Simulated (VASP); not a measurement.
Set up this calculation in VASP 6.6.1, as the native input.

```
Task                   : single point
Functional             : r2SCAN
Potentials or basis    : VASP PAW PBE potentials, release 64 (Ir)
Cutoff                 : 520 eV
k mesh                 : 6 × 6 × 6
Occupations            : gaussian, width 0.1 eV
Spin                   : no spin polarisation
Dipole correction      : no
Further INCAR settings : ALGO = Normal; EDIFF = 1e-06; NBANDS = 16
```

Crystal: Ir.

```
Ir
1.0
     1.66994    0.96414    3.09670
    -1.66994    0.96414    3.09670
     0.00000   -1.92828    3.09670
Ir
2
Direct
  0.22754 0.22754 0.22754
  0.77246 0.77246 0.77246
```

The cell was built by a generator and needn't be a form met in nature.

The input as run:

POSCAR

```
Ir
1.0
    1.6699399464      0.9641402776      3.0967034164
   -1.6699399464      0.9641402776      3.0967034164
    0.0000000000     -1.9282805552      3.0967034164
Ir
2
Direct
    0.2275400000      0.2275400000      0.2275400000
    0.7724600000      0.7724600000      0.7724600000
```

INCAR.step1

```
PREC     = Accurate       # precision mode
ENCUT    = 520            # plane-wave cutoff, eV
ISMEAR   = 0              # smearing method
SIGMA    = 0.1            # smearing width, eV
LREAL    = False          # projectors in reciprocal space
LASPH    = True           # aspherical terms in the spheres
NELM     = 80             # most SCF steps
NBANDS   = 16             # bands
GGA      = PE             # functional
ALGO     = Normal         # electronic algorithm
EDIFF    = 1E-4           # SCF threshold, eV
LWAVE    = True           # write WAVECAR
LCHARG   = False          # write CHGCAR
```

INCAR.step2

```
PREC     = Accurate       # precision mode
ENCUT    = 520            # plane-wave cutoff, eV
EDIFF    = 1E-6           # SCF threshold, eV
ISMEAR   = 0              # smearing method
SIGMA    = 0.1            # smearing width, eV
LREAL    = False          # projectors in reciprocal space
LASPH    = True           # aspherical terms in the spheres
NELM     = 80             # most SCF steps
ALGO     = Normal         # electronic algorithm
ISIF     = 2              # what is computed and relaxed
LWAVE    = False          # write WAVECAR
LCHARG   = True           # write CHGCAR
METAGGA  = R2SCAN         # meta-GGA
LMIXTAU  = True         
LELF     = True           # ELF
LVHAR    = True         
NBANDS   = 16             # bands
ISTART   = 1
```

KPOINTS

```
Automatic mesh
0
Gamma
  6 6 6
```

Potentials or basis: VASP PAW PBE potentials, release 64 (Ir).

Launch:

```console
$ cat potpaw_PBE.64/Ir/POTCAR > POTCAR
$ cp INCAR.step1 INCAR
$ mpirun -np 1 vasp_std > vasp.out
$ cp INCAR.step2 INCAR
$ mpirun -np 1 vasp_std > vasp.out
```

It gave:

- Pressure: 68.8 GPa
- Largest force: 5.945 eV/Å
- Band gap on the k mesh: none (metal or under the smearing width)

Caveat: the k mesh is coarse (spacing up to 0.38 Å⁻¹), so the values aren't converged; a pressure of tens of GPa on the cell as given is suspect, and the run, the potentials or the cell itself is likely at fault; the PAW data sets were made with another functional, which shifts forces and pressure a little.

Run time: 38 s on 1 thread of Intel(R) Xeon(R) 6975P-C (Granite Rapids) (shared host), peak memory 0.16 GiB.
